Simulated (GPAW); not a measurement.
TiO:

```xyz
4
Lattice="2.8516 0.0000 0.0000 -1.4258 2.4696 0.0000 0.0000 0.0000 5.5675" Properties=species:S:1:pos:R:3 pbc="T T T"
Ti    1.4258    0.8232    4.1756
Ti    0.0000    1.6464    1.3919
O     0.0000    0.0000    2.7838
O     0.0000    0.0000    0.0000
```

The cell comes from a database or a generator and needn't be the stable form of this composition.

Base run:

```yaml
Program: GPAW 26.7.0
Functional: LDA
Potentials_or_basis: the program's PAW data sets (release 1.2.1) made for this functional
Cutoff: 600 eV
Basis: pw
k_mesh: 9 × 9 × 4
Occupations: fermi-dirac, width 0.05 eV
Spin: no spin polarisation
```

Its results: pressure -21.4 GPa.

The run is repeated on the same cell with these changes: cutoff from 600 eV to 800 eV; k mesh from 9 × 9 × 4 to 7 × 7 × 3. What comes out?

Pressure -16.1 GPa.

Caveats: some runs use coarse meshes; the cutoff is short for stress and forces, so pressures can be off by a GPa or more (some runs); so large a pressure means that the cell lies far from this level's equilibrium, or that cutoff or potentials fall short (some runs).

Not every run made on this cell is shown here.
